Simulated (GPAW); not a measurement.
**Y in GPAW: the effect of functional**

Crystal: Y.

```xyz
2
Lattice="3.6474 0.0000 0.0000 -1.8237 3.1587 0.0000 0.0000 0.0000 5.7306" Properties=species:S:1:pos:R:3 pbc="T T T"
Y     1.8237    1.0529    4.2980
Y     0.0000    2.1058    1.4326
```

Alike in all runs:

| Property | Result |
| --- | --- |
| Program | GPAW 26.7.0 |
| Task | band structure |
| Cutoff | 600 eV |
| Basis | pw |
| k mesh | 8 × 8 × 5 |
| Occupations | fermi-dirac, width 0.05 eV |
| Spin | no spin polarisation |

```tsv
functional	potentials or basis	pressure (GPa)
LDA	the program's PAW data sets (release 1.2.1) made for this functional	-3.8
PBE	GPAW PAW data sets (gpaw-data 1.2.1)	-0.2
PBEsol	PAW data sets generated in the run's folder for this functional	?
RPBE	the program's PAW data sets (release 1.2.1) made for this functional	1.3
revPBE	the program's PAW data sets (release 1.2.1) made for this functional	0.9
BLYP	PAW data sets generated in the run's folder for this functional	0.8
```

Problem. What does the run with functional PBEsol give?

Solution. Pressure -2.1 GPa.
